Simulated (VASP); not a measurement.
# BAs (F-43m) in VASP: single point with LDA

Aim: the single point of BAs with LDA.

Everything below comes from runs of VASP 6.6.1. Logs are shortened: lines on timing, memory, paths and dates and some standing lists are left out, and cuts for length are marked.

**1. Starting point**

It takes space group F-43m (No. 216, cubic). Conventional cell: a = 4.739 Å, b = 4.739 Å, c = 4.739 Å, α = 90.00°, β = 90.00°, γ = 90.00°. B (site symmetry -43m) has 4 As at 2.05 Å as nearest neighbours. As (site symmetry -43m) has 4 B at 2.05 Å as nearest neighbours.

The cell was built by a generator and needn't be a form met in nature.

**2. Single point, LDA**

Input file INCAR:

```
PREC = Accurate
ENCUT = 520
EDIFF = 1E-7
ISMEAR = 0
SIGMA = 0.01
LREAL = False
LASPH = True
NELM = 80
ALGO = Normal
ISIF = 2
LWAVE = False
LCHARG = False
GGA = CA
NBANDS = 11
```

Input file KPOINTS:

```
regular mesh
0
Gamma
  4 4 4
```

Input file POSCAR:

```
BAs
1.0
    0.0000000000      2.3693116970      2.3693116970
    2.3693116970      0.0000000000      2.3693116970
    2.3693116970      2.3693116970      0.0000000000
B As
1 1
Direct
    0.0000000000      0.0000000000      0.0000000000
    0.2500000000      0.2500000000      0.2500000000
```

Potentials or basis: VASP PAW LDA potentials, release 64 (B, As).

On the command line:

```sh
cat potpaw_LDA.64/B/POTCAR potpaw_LDA.64/As/POTCAR > POTCAR
mpirun -np 1 vasp_std > vasp.out
```

OUTCAR:

```text
PREC = Accurate
   ENCUT = 520
   EDIFF = 1E-7
   ISMEAR = 0
   LREAL = False
   LASPH = True
   NELM = 80
   ISIF = 2
   GGA = CA

 ion  position               nearest neighbor table
   1  0.000  0.000  0.000-   2 2.05   2 2.05   2 2.05   2 2.05
   2  0.250  0.250  0.250-   1 2.05   1 2.05   1 2.05   1 2.05

  LATTYP: Found a face centered cubic cell.
 ALAT       =     4.7386233940

  Lattice vectors:

 A1 = (   0.0000000000,   2.3693116970,   2.3693116970)
 A2 = (   2.3693116970,   0.0000000000,   2.3693116970)
 A3 = (   2.3693116970,   2.3693116970,   0.0000000000)

Analysis of symmetry for initial positions (statically):
=====================================================================
 Subroutine PRICEL returns:
 Original cell was already a primitive cell.

 Routine SETGRP: Setting up the symmetry group for a
 face centered cubic supercell.

 Subroutine GETGRP returns: Found 24 space group operations
 (whereof 24 operations were pure point group operations)
 out of a pool of 48 trial point group operations.

The static configuration has the point symmetry T_d .

Analysis of symmetry for dynamics (positions and initial velocities):
=====================================================================
 Subroutine PRICEL returns:
 Original cell was already a primitive cell.

 Routine SETGRP: Setting up the symmetry group for a
 face centered cubic supercell.

 Subroutine GETGRP returns: Found 24 space group operations
 (whereof 24 operations were pure point group operations)
 out of a pool of 48 trial point group operations.

The dynamic configuration has the point symmetry T_d .

 Subroutine INISYM returns: Found 24 space group operations
 (whereof 24 operations are pure point group operations),
 and found     1 'primitive' translations

----------------------------------------------------------------------------------------

                                     Primitive cell

  volume of cell :      26.6009

  direct lattice vectors                    reciprocal lattice vectors
     0.000000000  2.369311697  2.369311697    -0.211031753  0.211031753  0.211031753
     2.369311697  0.000000000  2.369311697     0.211031753 -0.211031753  0.211031753
     2.369311697  2.369311697  0.000000000     0.211031753  0.211031753 -0.211031753

  length of vectors
     3.350712735  3.350712735  3.350712735     0.365517718  0.365517718  0.365517718

  position of ions in fractional coordinates (direct lattice)
     0.000000000  0.000000000  0.000000000
     0.250000000  0.250000000  0.250000000

  ion indices of the primitive-cell ions
   primitive index   ion index
                 1           1
                 2           2

----------------------------------------------------------------------------------------

 KPOINTS: regular mesh

Automatic generation of k-mesh.
 Grid dimensions read from file:
 generate k-points for:    4    4    4

 Generating k-lattice:

  Cartesian coordinates                     Fractional coordinates (reciprocal lattice)
    -0.052757938  0.052757938  0.052757938     0.250000000  0.000000000  0.000000000
     0.052757938 -0.052757938  0.052757938     0.000000000  0.250000000  0.000000000
     0.052757938  0.052757938 -0.052757938     0.000000000  0.000000000  0.250000000

  Length of vectors
     0.091379429  0.091379429  0.091379429

  Shift w.r.t. Gamma in fractional coordinates (k-lattice)
     0.000000000  0.000000000  0.000000000

 Subroutine IBZKPT returns following result:
 ===========================================

 Found      8 irreducible k-points:

 Following reciprocal coordinates:
            Coordinates               Weight
  0.000000  0.000000  0.000000      1.000000
  0.250000  0.000000  0.000000      8.000000
  0.500000  0.000000  0.000000      4.000000
  0.250000  0.250000  0.000000      6.000000
  0.500000  0.250000  0.000000     24.000000
 -0.250000  0.250000  0.000000     12.000000
  0.500000  0.500000  0.000000      3.000000
 -0.250000  0.500000  0.250000      6.000000
   k-points           NKPTS =      8   k-points in BZ     NKDIM =      8   number of bands    NBANDS=     11
   number of dos      NEDOS =    301   number of ions     NIONS =      2
   total plane-waves  NPLWV =  21952
   dimension x,y,z NGX =    28 NGY =   28 NGZ =   28
   dimension x,y,z NGXF=    56 NGYF=   56 NGZF=   56
   ions per type =               1   1
   NGX,Y,Z   is equivalent  to a cutoff of  13.89, 13.89, 13.89 a.u.
   NGXF,Y,Z  is equivalent  to a cutoff of  27.78, 27.78, 27.78 a.u.
 SYSTEM =  unknown system
   PREC   = accura    normal or accurate (medium, high low for compatibility)
   ISTART =      0    job   : 0-new  1-cont  2-samecut
   ICHARG =      2    charge: 1-file 2-atom 10-const
   ISPIN  =      1    spin polarized calculation?
   LNONCOLLINEAR =      F non collinear calculations
   LSORBIT =      F    spin-orbit coupling
   LASPH  =      T    aspherical Exc in radial PAW
   ENCUT  =  520.0 eV  38.22 Ry    6.18 a.u.   6.23  6.23  6.23*2*pi/ulx,y,z
   NELM   =     80;   NELMIN=  2; NELMDL= -5     # of ELM steps
   EDIFF  = 0.1E-06   stopping-criterion for ELM
   LREAL  =      F    real-space projection
   EDIFFG = 0.1E-05   stopping-criterion for IOM
   NSW    =      0    number of steps for IOM
   IBRION =     -1    ionic relax: 0-MD 1-quasi-New 2-CG
   NFREE  =      0    steps in history (QN), initial steepest desc. (CG)
   ISIF   =      2    stress and relaxation
   ISYM   =      2    0-nonsym 1-usesym 2-fastsym
   POTIM  = 0.5000    time-step for ionic-motion
   TEBEG  =    0.0;   TEEND  =   0.0 temperature during run
   PSTRESS=    0.0 pullay stress
   NELECT =       8.0000    total number of electrons
   NUPDOWN=      -1.0000    fix difference up-down
   EMIN   =  10.00;   EMAX   =-10.00  energy-range for DOS
   EFERMI =   0.00;   METHOD = LEGACY
   ISMEAR =     0;   SIGMA  =   0.01  broadening in eV -4-tet -1-fermi 0-gaus
   EFERMI_NEDOS =   21; number of points for ismear=-14 and -15
   IALGO  =     38    algorithm
   IMIX   =      4    mixing-type and parameters
     AMIX     =   0.40;   BMIX     =  1.00
     AMIX_MAG =   1.60;   BMIX_MAG =  1.00
  volume/ion in A,a.u.               =      13.30        89.76
  Fermi-wavevector in a.u.,A,eV,Ry     =   1.096830  2.072708 16.368297  1.203036
  Thomas-Fermi vector in A             =   2.233179
   LORBIT       =      0    0 simple, 1 ext, 2 COOP (PROOUT), +10 PAW based schemes
   GGA     = CA    functional components
   LHFCALC =     F    Hartree Fock is set to
   AEXX    =    0.0000 exact exchange contribution
   IVDW    =     0    specifies the selected vdW correction
   LEPSILON=     F    determine dielectric tensor
   LRPA    =     F    only Hartree local field effects (RPA)
 non-spin polarized calculation
 Gauss-broadening in eV      SIGMA  =   0.01
  energy-cutoff  :      520.00
  volume of cell :       26.60
 maximum number of plane-waves:       725
 NGX is ok and might be reduce to    28
   NGX = 13   NGY = 13   NGZ = 13

 number of electron       8.0000000 magnetization

 Free energy of the ion-electron system (eV)
  ---------------------------------------------------
  ext. energy  EPLUGINS =         0.00000000
  ---------------------------------------------------
  free energy    TOTEN  =       -12.74454274 eV

  energy without entropy =      -12.74454274  energy(sigma->0) =      -12.74454274

 E-fermi :   6.5732     XC(G=0): -10.8730

 val. band max:        6.4734402865   @ k =   0.0000   0.0000   0.0000
 cond. band min:       7.7656967817   @ k =   0.5000   0.5000   0.0000
 fundamental gap:      1.2922564953
 Fermi energy:         6.5732144680

 k-point     1 :       0.0000    0.0000    0.0000
  band No.  band energies     occupation
      1      -9.1402      2.00000
      2       6.4734      2.00000
      3       6.4734      2.00000
      4       6.4734      2.00000
      5       9.7357      0.00000
      6       9.7357      0.00000
      7       9.7357      0.00000
      8      11.4756      0.00000
      9      15.9205      0.00000
     10      19.5808      0.00000
     11      19.5808      0.00000

 k-point     2 :       0.2500    0.0000    0.0000
  band No.  band energies     occupation
      1      -8.1176      2.00000
      2       1.4632      2.00000
      3       5.2940      2.00000
      4       5.2940      2.00000
      5       9.6398      0.00000
      6      11.1304      0.00000
      7      11.1304      0.00000
      8      14.4427      0.00000
      9      17.6818      0.00000
     10      17.7347      0.00000
     11      17.7347      0.00000

 k-point     3 :       0.5000    0.0000    0.0000
  band No.  band energies     occupation
      1      -6.1907      2.00000
      2      -2.4780      2.00000
      3       4.6097      2.00000
      4       4.6097      2.00000
      5       9.2994      0.00000
      6      11.2301      0.00000
      7      11.2301      0.00000
      8      15.1867      0.00000
      9      19.1157      0.00000
     10      21.1224      0.00000
     11      21.1224      0.00000

 k-point     4 :       0.2500    0.2500    0.0000
  band No.  band energies     occupation
      1      -7.7670      2.00000
      2       2.4006      2.00000
      3       3.6914      2.00000
      4       3.6914      2.00000
      5       8.0504      0.00000
      6      10.9595      0.00000
      7      13.9279      0.00000
      8      13.9279      0.00000
      9      16.8806      0.00000
     10      20.3025      0.00000
     11      21.0915      0.00000

 k-point     5 :       0.5000    0.2500    0.0000
  band No.  band energies     occupation
      1      -5.7890      2.00000
      2      -1.3240      2.00000
      3       1.6245      2.00000
      4       3.2108      2.00000
      5       8.7877      0.00000
      6      12.3063      0.00000
      7      14.2280      0.00000
      8      14.4267      0.00000
      9      18.4601      0.00000
     10      21.5804      0.00000
     11      22.2895      0.00000

 k-point     6 :      -0.2500    0.2500    0.0000
  band No.  band energies     occupation
      1      -6.5640      2.00000
      2      -0.2215      2.00000
      3       1.2381      2.00000
      4       4.4551      2.00000
      5       9.9777      0.00000
      6      12.6147      0.00000
      7      13.4359      0.00000
      8      13.9459      0.00000
      9      16.8480      0.00000
     10      18.6066      0.00000
     11      22.1878      0.00000

 k-point     7 :       0.5000    0.5000    0.0000
  band No.  band energies     occupation
      1      -4.8733      2.00000
      2      -2.0997      2.00000
      3       2.2841      2.00000
      4       2.2841      2.00000
      5       7.7657      0.00000
      6       7.8321      0.00000
      7      17.9354      0.00000
      8      17.9354      0.00000
      9      19.3320      0.00000
     10      23.9758      0.00000
     11      24.4415      0.00000

 k-point     8 :      -0.2500    0.5000    0.2500
  band No.  band energies     occupation
      1      -4.6980      2.00000
      2      -1.5808      2.00000
      3       0.7960      2.00000
      4       1.0997      2.00000
      5      11.6351      0.00000
      6      12.4650      0.00000
      7      13.1919      0.00000
      8      13.6448      0.00000
      9      18.8016      0.00000
     10      22.1731      0.00000
     11      22.2158      0.00000

------------------------ aborting loop because EDIFF is reached ----------------------------------------

  FORCE on cell =-STRESS in cart. coord.  units (eV):
  Direction    XX          YY          ZZ          XY          YZ          ZX
  --------------------------------------------------------------------------------------
  -------------------------------------------------------------------------------------
  Total        0.1577016      0.1577016      0.1577016     -0.0000000     -0.0000000     -0.0000000
  in kB        9.4983921      9.4983921      9.4983921     -0.0000000     -0.0000000     -0.0000000
  external PRESSURE =       9.4983921 kB  Pullay stress =       0.0000000 kB

 VOLUME and BASIS-vectors are now :
 -----------------------------------------------------------------------------
  energy-cutoff  :      520.00
  volume of cell :       26.60
      direct lattice vectors                 reciprocal lattice vectors
     0.000000000  2.369311697  2.369311697    -0.211031753  0.211031753  0.211031753
     2.369311697  0.000000000  2.369311697     0.211031753 -0.211031753  0.211031753
     2.369311697  2.369311697  0.000000000     0.211031753  0.211031753 -0.211031753

 POSITION                                       TOTAL-FORCE (eV/Angst)
 -----------------------------------------------------------------------------------
      0.00000      0.00000      0.00000        -0.000000     -0.000000     -0.000000
      1.18466      1.18466      1.18466         0.000000      0.000000      0.000000
 -----------------------------------------------------------------------------------
    total drift:                               -0.000000     -0.000000     -0.000000

  FREE ENERGIE OF THE ION-ELECTRON SYSTEM (eV)
  ---------------------------------------------------
  free  energy   TOTEN  =       -12.7445427447 eV

  energy  without entropy=      -12.7445427447  energy(sigma->0) =      -12.74454274
```

Run time: 2.1 s. Hardware: 1 thread of Intel Xeon 6975P-C (Granite Rapids), shared host; peak memory 0.13 GiB.

What came out:

```yaml
Free_energy: -12.7445 eV
Pressure: 0.9 GPa
Band_gap_on_the_k_mesh: 1.29 eV, indirect (least direct gap 3.26 eV)
```

Caveat: the k mesh is coarse (spacing up to 0.57 Å⁻¹), so the values aren't converged. A k mesh can miss the band edges.
